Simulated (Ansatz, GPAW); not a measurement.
**A Cu chain with a Ni atom bridging one bond: relaxation, then transmission at several levels**

Wanted: T(E) of a Cu chain with a Ni atom bridging one bond at a relaxed geometry in two programs, beside the unrelaxed structure.

Calculated with GPAW 26.7.0 and Ansatz 0.2.0; Ansatz plane waves; relaxation of the junction with the lead ends held; PAW set soft_1, in the first sound run; inputs show where later runs differ.

## (1) Set-up

The cell holds 13 atoms: 12 Cu and 1 Ni. Its edges and angles: a = 9.000 Å, b = 9.000 Å, c = 27.800 Å, α = 90.0°, β = 90.0°, γ = 90.0°. Regions: left lead, 6 atoms (6 Cu); channel, 1 atom (1 Ni); right lead, 6 atoms (6 Cu). Vacuum lies along a and b. The structure is stacked along c, and the current runs across the ab planes.

## (2) Relaxation

Transmission follows bond lengths closely, so the atoms between the held lead ends are relaxed first, from a slightly shaken start that lets symmetry break.

The input, input.yaml:

```yaml
crystal:
  lattice:
    - [9.0, 0.0, 0.0]
    - [0.0, 9.0, 0.0]
    - [0.0, 0.0, 27.8]
  atoms:
    - { symbol: Cu, position: [0.5, 0.5, 0.0413669065] }
    - { symbol: Cu, position: [0.5, 0.5, 0.1241007194] }
    - { symbol: Cu, position: [0.5, 0.5, 0.2068345324] }
    - { symbol: Cu, position: [0.5, 0.5, 0.2895683453] }
    - { symbol: Cu, position: [0.5060891885, 0.4897388936, 0.3733360403] }
    - { symbol: Cu, position: [0.5002321241, 0.5043941667, 0.4554521179] }
    - { symbol: Ni, position: [0.7111619671, 0.5001058125, 0.4994429179], spin: 1.0 }
    - { symbol: Cu, position: [0.5019349497, 0.5014403562, 0.5445789503] }
    - { symbol: Cu, position: [0.4991756539, 0.5023981356, 0.628457895] }
    - { symbol: Cu, position: [0.5, 0.5, 0.7104316547] }
    - { symbol: Cu, position: [0.5, 0.5, 0.7931654676] }
    - { symbol: Cu, position: [0.5, 0.5, 0.8758992806] }
    - { symbol: Cu, position: [0.5, 0.5, 0.9586330935] }
magnetization:
  spin_polarized: true
kpoints:
  mp_grid: { grid: [1, 1, 3] }
hamiltonian:
  xc: pbe
  pseudopotentials: { kind: paw, azcp: { folder: soft_1 } }
scf:
  occupations: { method: fermi_dirac, width: 0.1 }
relax:
  f_tol: 0.03
  max_steps: 80
  constraints: [{ sites: [0, 1, 2, 3, 9, 10, 11, 12] }]
```

The run is started by

```bash
ansatz run input.yaml --threads 4 --pin off --max-ram 8192MiB --backend cpu --events-out ev --progress --plain --runs-dir out
```

Numbers of over 12 decimals in the logs are rounded to 6 here.

What it wrote:

```text
Engine: ansatz 0.2.0, aarch64-unknown-linux-gnu
Pseudopotentials: kind: paw
Pseudopotential: Cu, paw, valence charge 19, recommended cutoff 420 eV (normal), soft_1/Cu.paw.azcp
Pseudopotential: Ni, paw, valence charge 18, recommended cutoff 420 eV (normal), soft_1/Ni.paw.azcp
Functional definition: PBE
  parameter kappa = 0.804
  parameter beta = 0.066725
  exchange = pbe_x(kappa = kappa, mu = beta*pi^2/3)
  correlation = pbe_c(beta = beta)
Crystal: 13 atoms, lattice volume = 2251.800 Å³
Basis set: ecut = 420 eV, 44033 PW (Γ), exchange–correlation on 128×128×384 points (8 copies of the dense FFT grid, shifted against one another)
Bands: 149, of which v1, the nominal top of the filled ones, is band 123 counted from 1 (122 counted from 0)
Symmetry: 1 space group operations
Space group: P1 (ITA 1), of the structure as read, at distance tolerance 1.3e-4 Å
Magnetic group: BNS 1.1 (UNI 1), of the structure as read, at distance tolerance 1.3e-4 Å
k-points: 2 of 3 (time reversal used)
Non-local potential: Cu, projectors of the file, l = 0: 3, l = 1: 2, l = 2: 3, l = 3: 1
Non-local potential: Ni, projectors of the file, l = 0: 3, l = 1: 2, l = 2: 3, l = 3: 1
PAW form: soft (Blöchl's): semilocal exchange-correlation on the pseudo side does not see the compensation charge
PAW one-centre angular grid: Cu, 590 points (default); XC on 64 Gauss nodes
PAW one-centre angular grid: Ni, 590 points (default); XC on 64 Gauss nodes
Initial density: superposition of atomic densities (neutral atoms: chi_scale 0, normalization atom)
Starting moments: Σ|m| = 1 μB on 1 of 13 sites
Initial wavefunctions: pseudopotential atomic-orbital guess
Functional: x = pbe(κ = 0.804, μ = 0.219515), c = pbe(β = 0.066725)
SCF iter   1: F=—  HF=-85316.791884 eV  |F-HF|=—  |Δ(HF+E_count)|=         —  Δρ=2.43e-2 (↑2.05e-2 ↓2.43e-2)  dr2=3.10e1  dr2_m=1.60e-1  M=1.074 μB ∫|m|=1.274 μB  β_m=0.30  ethr=3.10e-3  ⟨swp⟩=9.2  Hψ=2786  notcnv=0  defer=11
Mixer restart at iter 1: flushing history
preconditioner: auto → LDOS  [metal: Δε(μ)=0.058 eV  Ē_g=4.116 eV  σ=0.100 eV  W_gap=0.14  n_scr=252 (ndim 8)  ℏωp=9.3 eV  f_vac=0.786  D(μ)=28.55/eV (n_scr^D=120)]
spin=Collinear: LDOS preconditioning applied to the charge; magnetization (m = ρ↑ − ρ↓) channel mixes plain (no charge-response kernel on spin).
SCF iter   2: F=—  HF=-85314.567891 eV  |F-HF|=—  |Δ(HF+E_count)|=    2.22e0  Δρ=9.30e-3 (↑7.68e-3 ↓9.30e-3)  dr2=5.75e0  dr2_m=6.80e-2  M=1.241 μB ∫|m|=1.373 μB  β_m=0.37  ethr=3.10e-3  ⟨swp⟩=2.0  Hψ=1040  notcnv=0  defer=36
SCF iter   3: F=—  HF=-85315.266420 eV  |F-HF|=—  |Δ(HF+E_count)|=   6.99e-1  Δρ=6.78e-3 (↑5.20e-3 ↓6.78e-3)  dr2=2.88e0  dr2_m=4.19e-2  M=1.353 μB ∫|m|=1.517 μB  β_m=0.43  ethr=2.34e-3  ⟨swp⟩=3.0  Hψ=1117  notcnv=0  defer=42
SCF iter   4: F=—  HF=-85315.674121 eV  |F-HF|=—  |Δ(HF+E_count)|=   4.08e-1  Δρ=2.24e-3 (↑2.20e-3 ↓2.24e-3)  dr2=6.90e-1  dr2_m=1.66e-3  M=1.304 μB ∫|m|=1.534 μB  β_m=0.56  ethr=1.17e-3  ⟨swp⟩=3.0  Hψ=1050  notcnv=0  defer=41
SCF iter   5: F=—  HF=-85315.930421 eV  |F-HF|=—  |Δ(HF+E_count)|=   2.56e-1  Δρ=1.96e-3 (↑1.96e-3 ↓1.22e-3)  dr2=2.25e-1  dr2_m=7.91e-3  M=1.221 μB ∫|m|=1.499 μB  β_m=0.60  ethr=2.80e-4  ⟨swp⟩=2.0  Hψ=943  notcnv=0  defer=41
SCF iter   6: F=—  HF=-85315.990675 eV  |F-HF|=—  |Δ(HF+E_count)|=         —  Δρ=1.45e-3 (↑1.11e-3 ↓1.45e-3)  dr2=5.35e-2  dr2_m=1.75e-2  M=1.101 μB ∫|m|=1.385 μB  β_m=0.60  ethr=9.16e-5  ⟨swp⟩=2.2  Hψ=1017  notcnv=0  defer=40
SCF iter   7: F=—  HF=-85316.012510 eV  |F-HF|=—  |Δ(HF+E_count)|=   2.18e-2  Δρ=8.13e-4 (↑3.66e-4 ↓8.13e-4)  dr2=7.72e-3  dr2_m=5.14e-3  M=1.073 μB ∫|m|=1.355 μB  β_m=0.80  ethr=2.17e-5  ⟨swp⟩=2.0  Hψ=936  notcnv=0  defer=40
SCF iter   8: F=—  HF=-85316.022559 eV  |F-HF|=—  |Δ(HF+E_count)|=   1.00e-2  Δρ=7.96e-4 (↑5.06e-4 ↓7.96e-4)  dr2=2.03e-2  dr2_m=1.32e-3  M=1.068 μB ∫|m|=1.348 μB  β_m=0.80  ethr=3.14e-6  ⟨swp⟩=2.0  Hψ=1144  notcnv=0  defer=40
SCF iter   9: F=—  HF=-85316.021100 eV  |F-HF|=—  |Δ(HF+E_count)|=   1.46e-3  Δρ=3.21e-4 (↑1.27e-4 ↓3.21e-4)  dr2=1.38e-3  dr2_m=5.88e-4  M=1.070 μB ∫|m|=1.345 μB  β_m=0.90  ethr=3.14e-6  ⟨swp⟩=2.0  Hψ=1138  notcnv=0  defer=40
SCF iter  10: F=—  HF=-85316.023181 eV  |F-HF|=—  |Δ(HF+E_count)|=   2.08e-3  Δρ=2.97e-4 (↑2.21e-4 ↓2.97e-4)  dr2=3.84e-3  dr2_m=1.24e-4  M=1.077 μB ∫|m|=1.351 μB  β_m=0.90  ethr=5.61e-7  ⟨swp⟩=2.0  Hψ=1097  notcnv=0  defer=40
SCF iter  11: F=—  HF=-85316.023316 eV  |F-HF|=—  |Δ(HF+E_count)|=   1.35e-4  Δρ=1.99e-4 (↑1.81e-4 ↓1.99e-4)  dr2=2.11e-3  dr2_m=4.61e-5  M=1.074 μB ∫|m|=1.347 μB  β_m=0.70  ethr=5.61e-7  ⟨swp⟩=2.0  Hψ=1130  notcnv=0  defer=40
SCF iter  12: F=—  HF=-85316.023204 eV  |F-HF|=—  |Δ(HF+E_count)|=   1.12e-4  Δρ=1.04e-4 (↑7.73e-5 ↓1.04e-4)  dr2=3.95e-4  dr2_m=2.05e-5  M=1.071 μB ∫|m|=1.344 μB  β_m=0.60  ethr=5.61e-7  ⟨swp⟩=2.0  Hψ=886  notcnv=0  defer=40
SCF iter  13: F=—  HF=-85316.023158 eV  |F-HF|=—  |Δ(HF+E_count)|=   4.59e-5  Δρ=4.13e-5 (↑2.09e-5 ↓4.13e-5)  dr2=2.97e-5  dr2_m=9.33e-6  M=1.071 μB ∫|m|=1.344 μB  β_m=0.68  ethr=1.61e-7  ⟨swp⟩=2.0  Hψ=882  notcnv=0  defer=40
SCF iter  14: F=—  HF=-85316.023194 eV  |F-HF|=—  |Δ(HF+E_count)|=   3.66e-5  Δρ=2.38e-5 (↑1.83e-5 ↓2.38e-5)  dr2=1.88e-5  dr2_m=2.08e-6  M=1.071 μB ∫|m|=1.344 μB  β_m=0.70  ethr=1.21e-8  ⟨swp⟩=2.0  Hψ=1048  notcnv=0  defer=40
SCF iter  15: F=—  HF=-85316.023198 eV  |F-HF|=—  |Δ(HF+E_count)|=   4.04e-6  Δρ=3.74e-5 (↑1.45e-5 ↓3.74e-5)  dr2=4.66e-5  dr2_m=5.38e-6  M=1.070 μB ∫|m|=1.342 μB  β_m=0.63  ethr=7.63e-9  ⟨swp⟩=2.0  Hψ=964  notcnv=0  defer=40
SCF iter  16: F=—  HF=-85316.023198 eV  |F-HF|=—  |Δ(HF+E_count)|=   8.76e-7  Δρ=1.79e-5 (↑5.05e-6 ↓1.79e-5)  dr2=1.08e-5  dr2_m=1.35e-6  M=1.070 μB ∫|m|=1.343 μB  β_m=0.72  ethr=7.63e-9  ⟨swp⟩=1.5  Hψ=1598  notcnv=0
SCF iter  17: F=-85316.023197 eV  HF=-85316.023198 eV  |F-HF|=1.14e-6  |Δ(HF+E_count)|=   1.35e-7  Δρ=5.51e-6 (↑2.99e-6 ↓5.51e-6)  dr2=1.21e-6  dr2_m=5.78e-8  M=1.071 μB ∫|m|=1.343 μB  ethr=4.39e-9  ⟨swp⟩=3.0  Hψ=1316  notcnv=0
SCF 1 converged in 17 iterations: F = -85316.023197 eV  dr2 = 1.21e-6
  greatest PAW one-centre occupation: 1.002 electrons in one spin orbital (limit 2), on the Ni atom at site 6 (counted from 0), in its partial waves of l = 1
relax step   1: F+E_penalty+E_count = -85316.02319659 eV  Δ(F+E_penalty+E_count) = +0.000e0 eV  max|allowed force component| = 2.613e-1 eV/Å  Δτ_max = 0.0000 Å  (17 SCF iters, dr2 threshold 2.25e-5 eV, accepted)
Initial density: handed on by an earlier stage of this run
Starting moments: Σ|m| = 1 μB on 1 of 13 sites; this step starts from the density that it was given
Initial wavefunctions: those handed on with the density
[...]
SCF iter   3: F=—  HF=-85316.252286 eV  |F-HF|=—  |Δ(HF+E_count)|=   4.94e-3  Δρ=3.21e-4 (↑3.21e-4 ↓2.59e-4)  dr2=7.69e-3  dr2_m=7.54e-4  M=1.019 μB ∫|m|=1.279 μB  β_m=0.45  ethr=1.94e-5  ⟨swp⟩=2.0  Hψ=924  notcnv=0  defer=48
SCF iter   4: F=—  HF=-85316.254427 eV  |F-HF|=—  |Δ(HF+E_count)|=   2.14e-3  Δρ=2.77e-4 (↑2.23e-4 ↓2.77e-4)  dr2=5.28e-3  dr2_m=4.48e-4  M=1.024 μB ∫|m|=1.287 μB  β_m=0.55  ethr=3.13e-6  ⟨swp⟩=2.0  Hψ=848  notcnv=0  defer=48
SCF iter   5: F=—  HF=-85316.255907 eV  |F-HF|=—  |Δ(HF+E_count)|=   1.48e-3  Δρ=1.08e-4 (↑1.08e-4 ↓9.59e-5)  dr2=1.39e-3  dr2_m=8.29e-5  M=1.019 μB ∫|m|=1.282 μB  β_m=0.68  ethr=2.15e-6  ⟨swp⟩=1.8  Hψ=599  notcnv=0  defer=48
SCF iter   6: F=—  HF=-85316.257429 eV  |F-HF|=—  |Δ(HF+E_count)|=   1.52e-3  Δρ=9.40e-5 (↑9.40e-5 ↓8.88e-5)  dr2=3.85e-4  dr2_m=3.57e-5  M=1.012 μB ∫|m|=1.276 μB  β_m=0.59  ethr=5.66e-7  ⟨swp⟩=2.0  Hψ=880  notcnv=0  defer=48
SCF iter   7: F=—  HF=-85316.257476 eV  |F-HF|=—  |Δ(HF+E_count)|=   4.66e-5  Δρ=5.00e-5 (↑5.00e-5 ↓4.00e-5)  dr2=1.43e-4  dr2_m=1.06e-5  M=1.012 μB ∫|m|=1.276 μB  β_m=0.61  ethr=1.56e-7  ⟨swp⟩=2.0  Hψ=1065  notcnv=0  defer=48
SCF iter   8: F=—  HF=-85316.257602 eV  |F-HF|=—  |Δ(HF+E_count)|=   1.26e-4  Δρ=2.36e-5 (↑2.09e-5 ↓2.36e-5)  dr2=2.12e-5  dr2_m=1.64e-6  M=1.010 μB ∫|m|=1.272 μB  β_m=0.52  ethr=5.82e-8  ⟨swp⟩=2.0  Hψ=882  notcnv=0  defer=48
SCF iter   9: F=—  HF=-85316.257576 eV  |F-HF|=—  |Δ(HF+E_count)|=   2.64e-5  Δρ=9.82e-6 (↑4.79e-6 ↓9.82e-6)  dr2=1.74e-6  dr2_m=5.69e-7  M=1.009 μB ∫|m|=1.271 μB  β_m=0.63  ethr=8.60e-9  ⟨swp⟩=2.0  Hψ=887  notcnv=0  defer=48
SCF iter  10: F=—  HF=-85316.257582 eV  |F-HF|=—  |Δ(HF+E_count)|=   6.64e-6  Δρ=6.30e-6 (↑3.39e-6 ↓6.30e-6)  dr2=8.44e-7  dr2_m=1.96e-7  M=1.009 μB ∫|m|=1.271 μB  β_m=0.69  ethr=7.06e-10  ⟨swp⟩=2.0  Hψ=976  notcnv=0  defer=48
SCF iter  11: F=—  HF=-85316.257583 eV  |F-HF|=—  |Δ(HF+E_count)|=   8.84e-7  Δρ=5.31e-6 (↑4.03e-6 ↓5.31e-6)  dr2=1.01e-6  dr2_m=7.13e-8  M=1.009 μB ∫|m|=1.271 μB  β_m=0.61  ethr=3.43e-10  ⟨swp⟩=2.0  Hψ=1030  notcnv=0  defer=48
SCF iter  12: F=—  HF=-85316.257583 eV  |F-HF|=—  |Δ(HF+E_count)|=   5.39e-8  Δρ=2.10e-6 (↑1.17e-6 ↓2.10e-6)  dr2=8.01e-8  dr2_m=1.89e-8  M=1.009 μB ∫|m|=1.270 μB  β_m=0.79  ethr=3.43e-10  ⟨swp⟩=2.0  Hψ=1044  notcnv=0  defer=48
SCF iter  13: F=—  HF=-85316.257583 eV  |F-HF|=—  |Δ(HF+E_count)|=   1.05e-7  Δρ=1.92e-6 (↑1.36e-6 ↓1.92e-6)  dr2=1.07e-7  dr2_m=1.36e-8  M=1.009 μB ∫|m|=1.270 μB  β_m=0.79  ethr=3.26e-11  ⟨swp⟩=2.0  Hψ=1090  notcnv=0  defer=48
SCF iter  14: F=—  HF=-85316.257583 eV  |F-HF|=—  |Δ(HF+E_count)|=   5.89e-8  Δρ=2.01e-6 (↑1.10e-6 ↓2.01e-6)  dr2=1.01e-7  dr2_m=1.21e-8  M=1.009 μB ∫|m|=1.270 μB  β_m=0.82  ethr=3.26e-11  ⟨swp⟩=2.0  Hψ=1084  notcnv=0  defer=48
SCF iter  15: F=—  HF=-85316.257583 eV  |F-HF|=—  |Δ(HF+E_count)|=   2.35e-8  Δρ=1.08e-6 (↑5.01e-7 ↓1.08e-6)  dr2=1.67e-8  dr2_m=5.86e-9  M=1.009 μB ∫|m|=1.270 μB  β_m=0.91  ethr=3.26e-11  ⟨swp⟩=2.0  Hψ=968  notcnv=0  defer=48
iter 16 did not close the SCF: its close was put off for a magnetic moment that had not settled (scf_convergence_deferred on its scf_iter line)
SCF iter  16: F=-85316.257583 eV  HF=-85316.257583 eV  |F-HF|=4.19e-8  |Δ(HF+E_count)|=   2.26e-8  Δρ=1.55e-6 (↑5.30e-7 ↓1.55e-6)  dr2=5.66e-8  dr2_m=1.12e-8  M=1.009 μB ∫|m|=1.270 μB  β_m=0.96  ethr=6.79e-12  ⟨swp⟩=1.0  Hψ=1664  notcnv=0
iter 17 did not close the SCF: its close was put off for a magnetic moment that had not settled (scf_convergence_deferred on its scf_iter line)
SCF iter  17: F=-85316.257583 eV  HF=-85316.257583 eV  |F-HF|=5.21e-8  |Δ(HF+E_count)|=   4.65e-8  Δρ=1.64e-6 (↑8.38e-7 ↓1.64e-6)  dr2=5.74e-8  dr2_m=1.71e-8  M=1.009 μB ∫|m|=1.270 μB  β_m=0.83  ethr=6.79e-12  ⟨swp⟩=1.0  Hψ=1708  notcnv=0
SCF iter  18: F=—  HF=-85316.257583 eV  |F-HF|=—  |Δ(HF+E_count)|=   1.16e-9  Δρ=8.60e-7 (↑7.80e-7 ↓8.60e-7)  dr2=3.12e-8  dr2_m=2.85e-9  M=1.009 μB ∫|m|=1.270 μB  β_m=0.76  ethr=6.79e-12  ⟨swp⟩=2.0  Hψ=1072  notcnv=0  defer=48
SCF iter  19: F=—  HF=-85316.257583 eV  |F-HF|=—  |Δ(HF+E_count)|=   1.34e-9  Δρ=2.65e-6 (↑3.72e-7 ↓2.65e-6)  dr2=2.29e-7  dr2_m=3.60e-8  M=1.009 μB ∫|m|=1.270 μB  β_m=0.88  ethr=6.79e-12  ⟨swp⟩=2.0  Hψ=886  notcnv=0  defer=48
SCF iter  20: F=-85316.257583 eV  HF=-85316.257583 eV  |F-HF|=4.77e-8  |Δ(HF+E_count)|=  1.02e-10  Δρ=1.01e-6 (↑5.27e-7 ↓1.01e-6)  dr2=4.69e-8  dr2_m=3.19e-9  M=1.009 μB ∫|m|=1.270 μB  ethr=6.79e-12  ⟨swp⟩=1.5  Hψ=1497  notcnv=0
SCF 10 converged in 20 iterations: F = -85316.257583 eV  dr2 = 4.69e-8
relax step  10: F+E_penalty+E_count = -85316.25758333 eV  Δ(F+E_penalty+E_count) = -6.313e-4 eV  max|allowed force component| = 1.609e-2 eV/Å  Δτ_max = 0.0734 Å  (20 SCF iters, accepted)
SCF converged after 20 iterations
Magnetization: 1.0089 μB (123.5044 up, 122.4956 down)
Absolute magnetization: 1.2823 μB (∫|ρ↑−ρ↓|, with the PAW one-centre terms)
Spin contamination: 0.1336 ħ² per cell (⟨S²⟩ above its minimum at these occupations)
Per-site moments (μB) at R_I (Å): [(0.00212886, 0.948750), (-0.00106586, 0.948750), (0.00592398, 0.948750), (0.00402817, 0.948750), (0.00421018, 0.962601), (0.060963, 0.926540), (0.805510, 0.926540), (0.061374, 0.930195), (0.00494335, 0.967120), (0.00368572, 0.948750), (0.00555218, 0.948750), (-0.000491137, 0.948750), (0.00135114, 0.948750)]
Free energy (F): -85316.257583 eV
Harris-Foulkes:  -85316.257583 eV  (|F-HF|=4.77e-8)
Internal energy: -85315.725545 eV  (E = F + TS)
E sigma→0 (E₀):  -85315.991564 eV
Entropy (-TS):   -0.532039 eV (-40.926 meV/atom)
Fermi energy:    -3.445283 eV
--- Per-component energies (eV) ---
  E_band       = -9173.489546
  E_kinetic    = 3476.577184
  E_local      = -135087.543934  (includes V_loc(G=0)·N_el)
  E_nonlocal   = 10741.807601
  E_hartree    = 61319.304562
  E_xc         = -892.656678
  E_vxc        = -1147.535586  (∫ρ·V_xc dr)
  E_paw        = -23595.933535  (= ΣΔE_a)
  E_vpaw       = -9795.431576  (= ΣTr[D̂ρ^β])
  E_aug_tail   = 0.012732  (compensation charges beyond the density's cutoff)
  E_ewald      = -1277.293477
  E_smearing   = -0.532039  (= −TS)
  E_closure    = 0.000000  (closes the sum)
  Σ components = -85316.257583   (vs F -85316.257583, Δ=0.00e0)
--- Forces (eV/Å), atoms counted from 1 ---
  atom   1  Cu    -0.01429815     0.00013994     0.00483885
  atom   2  Cu     0.00241595    -0.00013188    -0.00704276
  atom   3  Cu     0.10971009    -0.00058025     0.01942243
  atom   4  Cu    -0.10521349     0.00136587     0.34953425
  atom   5  Cu     0.00999214    -0.00394416     0.00208327
  atom   6  Cu    -0.00535074     0.00036898     0.00230792
  atom   7  Ni    -0.00379958     0.00020035     0.01406752
  atom   8  Cu     0.01235334     0.00189995     0.01552599
  atom   9  Cu    -0.00816201     0.00158223    -0.01608765
  atom  10  Cu    -0.09523343     0.00659930    -0.36271059
  atom  11  Cu     0.11080603    -0.00862162    -0.02555473
  atom  12  Cu     0.00143919     0.00007759     0.00911168
  atom  13  Cu    -0.01461111     0.00104013    -0.00550480
  max |Σ_I F_I| component: 4.82e-5 eV/Å
--- Relaxed structure (10 steps of the walk, 10 accepted, 0 SCFs on fresh bases) ---
  F+E_penalty+E_count = -85316.25758333 eV   max|allowed force component| = 1.609e-2 eV/Å
  atoms:
    - { symbol: Cu, position: [0.5, 0.5, 0.041367] }
    - { symbol: Cu, position: [0.5, 0.5, 0.1241007194] }
    - { symbol: Cu, position: [0.5, 0.5, 0.2068345324] }
    - { symbol: Cu, position: [0.5, 0.5, 0.2895683453] }
    - { symbol: Cu, position: [0.599063, 0.499066, 0.367718] }
    - { symbol: Cu, position: [0.519203, 0.499318, 0.447579] }
    - { symbol: Ni, position: [0.715577, 0.488853, 0.497328] }
    - { symbol: Cu, position: [0.530637, 0.497307, 0.551987] }
    - { symbol: Cu, position: [0.604095, 0.492112, 0.632883] }
    - { symbol: Cu, position: [0.5, 0.5, 0.7104316547] }
    - { symbol: Cu, position: [0.5, 0.5, 0.7931654676] }
    - { symbol: Cu, position: [0.5, 0.5, 0.8758992806] }
    - { symbol: Cu, position: [0.5, 0.5, 0.958633] }
```

The job ended after 14 min (4 threads of Arm Neoverse V1, shared host; peak memory 4.9 GiB; 43 min of CPU time).

Relaxation path:

| step | energy less that of the first step (eV) | largest force component (eV/Å) |
| --- | --- | --- |
| 1 | 0.0000 | 0.2613 |
| 2 | -0.0240 | 0.1770 |
| 3 | -0.1087 | 0.1893 |
| 4 | -0.1823 | 0.1468 |
| 5 | -0.2185 | 0.0822 |
| 6 | -0.2290 | 0.0241 |
| 7 | -0.2290 | 0.0240 |
| 8 | -0.2318 | 0.0276 |
| 9 | -0.2338 | 0.0280 |
| 10 | -0.2344 | 0.0161 |

The atoms that moved most (Å):

| atom | dx | dy | dz | length |
| --- | --- | --- | --- | --- |
| Cu9 | 0.944 | -0.093 | 0.123 | 0.957 |
| Cu5 | 0.837 | 0.084 | -0.156 | 0.855 |
| Cu8 | 0.258 | -0.037 | 0.206 | 0.332 |
| Cu6 | 0.171 | -0.046 | -0.219 | 0.281 |
| Ni7 | 0.040 | -0.101 | -0.059 | 0.124 |

Final coordinates:

```cif
data_structure
_symmetry_space_group_name_H-M 'P 1'
_symmetry_Int_Tables_number 1
_cell_length_a 9.0000
_cell_length_b 9.0000
_cell_length_c 27.8000
_cell_angle_alpha 90.000
_cell_angle_beta 90.000
_cell_angle_gamma 90.000
_cell_volume 2251.80
loop_
_atom_site_label
_atom_site_type_symbol
_atom_site_fract_x
_atom_site_fract_y
_atom_site_fract_z
_atom_site_occupancy
Cu1 Cu 0.50000 0.50000 0.04137 1
Cu2 Cu 0.50000 0.50000 0.12410 1
Cu3 Cu 0.50000 0.50000 0.20683 1
Cu4 Cu 0.50000 0.50000 0.28957 1
Cu5 Cu 0.59906 0.49907 0.36772 1
Cu6 Cu 0.51920 0.49932 0.44758 1
Ni7 Ni 0.71558 0.48885 0.49733 1
Cu8 Cu 0.53064 0.49731 0.55199 1
Cu9 Cu 0.60409 0.49211 0.63288 1
Cu10 Cu 0.50000 0.50000 0.71043 1
Cu11 Cu 0.50000 0.50000 0.79317 1
Cu12 Cu 0.50000 0.50000 0.87590 1
Cu13 Cu 0.50000 0.50000 0.95863 1
```

This step gave:

```yaml
free_energy: -85316.2576 eV
smearing_term_ts: 0.5320 eV
magnetization: 1.009 μB
absolute_magnetization: 1.282 μB
symmetry_operations: 1
```

Site moment by atom:

| atom | site moment (μB) |
| --- | --- |
| Cu1 | 0.002 |
| Cu2 | -0.001 |
| Cu3 | 0.006 |
| Cu4 | 0.004 |
| Cu5 | 0.004 |
| Cu6 | 0.061 |
| Ni7 | 0.806 |
| Cu8 | 0.061 |
| Cu9 | 0.005 |
| Cu10 | 0.004 |
| Cu11 | 0.006 |
| Cu12 | 0.000 |
| Cu13 | 0.001 |

The relaxation lowered the energy of the cell by 0.234 eV.

[end of part 1 of 4]

[Logs are printed without paths, hosts, clocks, repeated set-up lines and the standing remarks that a program may print on its own settings, such as how far it seeks lower states.]

[Hosts, paths, dates, database ids (printed as entryN), source tags and the programs' standing remarks are cut or masked in the printed files.]
